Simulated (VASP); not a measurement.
A calculation with VASP 6.6.1 of PbO2 (native input, structure from a POSCAR):

The input INCAR:

```
PREC = Accurate ; ENCUT = 520
EDIFF = 1E-7 ; ISMEAR = 0
SIGMA = 0.05 ; LREAL = False
LASPH = True ; NELM = 100
ALGO = Normal ; ISIF = 2
LWAVE = False ; LCHARG = False
GGA = RP
```

The input KPOINTS:

```
Automatic mesh
0
Gamma
  9 9 9
```

The input POSCAR:

```
PbO2
1.0
    0.0000000000      2.7019920000      2.7019920000
    2.7019920000      0.0000000000      2.7019920000
    2.7019920000      2.7019920000      0.0000000000
Pb O
1 2
Cartesian
    0.0000000000      0.0000000000      0.0000000000
    4.0529880000      4.0529880000      4.0529880000
    1.3509960000      1.3509960000      1.3509960000
```

Potentials or basis: VASP PAW PBE potentials, release 64 (Pb_d, O).

Run with:

```sh
$ cat potpaw_PBE.64/Pb_d/POTCAR potpaw_PBE.64/O/POTCAR > POTCAR
$ mpirun -np 1 vasp_std > vasp.out
```

The cell comes from a database or a generator and needn't be the stable form of this composition.

Write the same calculation in another form: ASE script, structure typed inline.

As run:

The input run.py:

```python
from ase import Atoms
from ase.calculators.vasp import Vasp
from ase.dft.bandgap import bandgap

atoms = Atoms(
    ['Pb', 'O', 'O'],
    cell=[[0.0, 2.701992, 2.701992], [2.701992, 0.0, 2.701992], [2.701992, 2.701992, 0.0]],
    scaled_positions=[[0.0, 0.0, 0.0], [0.75, 0.75, 0.75], [0.25, 0.25, 0.25]],
    pbc=True,
)
calc = Vasp(
    directory='calc',
    xc='rpbe',
    pp='PBE',
    setups='recommended',
    prec='Accurate',
    encut=520,
    ediff=1e-06,
    ismear=0,
    sigma=0.05,
    lreal=False,
    lasph=True,
    nelm=100,
    algo='Normal',
    isif=2,
    lwave=False,
    lcharg=False,
    kpts=[9, 9, 9],
    gamma=True,
    nbands=20,
)
atoms.calc = calc

print('energy (eV):', atoms.get_potential_energy())
print('free energy (eV):', atoms.get_potential_energy(force_consistent=True))
print('forces (eV/A):')
print(atoms.get_forces())
print('stress (eV/A^3, Voigt):', atoms.get_stress())
print('Fermi level (eV):', calc.get_fermi_level())
gap, top, bottom = bandgap(calc)
print('band gap (eV):', gap, 'from (spin, k, band)', top, 'to', bottom)
```

Potentials or basis: VASP PAW PBE potentials, release 64 (Pb_d, O).

Command:

```sh
$ python run.py
```

Both were run:

|  | native input, structure from a POSCAR | ASE script, structure typed inline |
| --- | --- | --- |
| Pressure | 4.4 GPa | 4.5 GPa |
| Band gap on the k mesh | none (metal or under the smearing width) | none (metal or under the smearing width) |

Keys that steer only the numerical path or the files written may differ.

Caveat: the PAW data sets were made with another functional, which shifts forces and pressure a little.
